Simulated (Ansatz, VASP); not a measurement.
# ZrB in VASP and in Ansatz

```xyz
2
Lattice="0.0000 2.4516 2.4516 2.4516 0.0000 2.4516 2.4516 2.4516 0.0000" Properties=species:S:1:pos:R:3 pbc="T T T"
Zr    0.0000    0.0000    0.0000
B     2.4516    2.4516    2.4516
```

Alike in both runs: functional PBE; k mesh 6 × 6 × 6; occupations gaussian, width 0.1 eV; no spin polarisation.

Ansatz relaxed the structure, and its values are those at the end. VASP's run is a single point on that final structure, the one shown.

|  | VASP | Ansatz |
| --- | --- | --- |
| version | VASP 6.6.1 | Ansatz 0.2.0 |
| potentials or method | VASP PAW PBE potentials, release 64 (Zr_sv, B) | scalar-relativistic, plane waves, PAW |
| plane-wave cutoff (eV) | 520 | 420 |
| valence electrons in the cell | 15 | 15 |

```tsv
	VASP	Ansatz	Ansatz less VASP
gap on the k mesh at the Fermi level (eV)	none	none	-
pressure (GPa)	0.3	0.2	-0.10
```

A gap of «none» marks a metal or a gap that the smearing closes.

Caveats: the k mesh is coarse (spacing up to 0.37 Å⁻¹), so the values aren't converged.
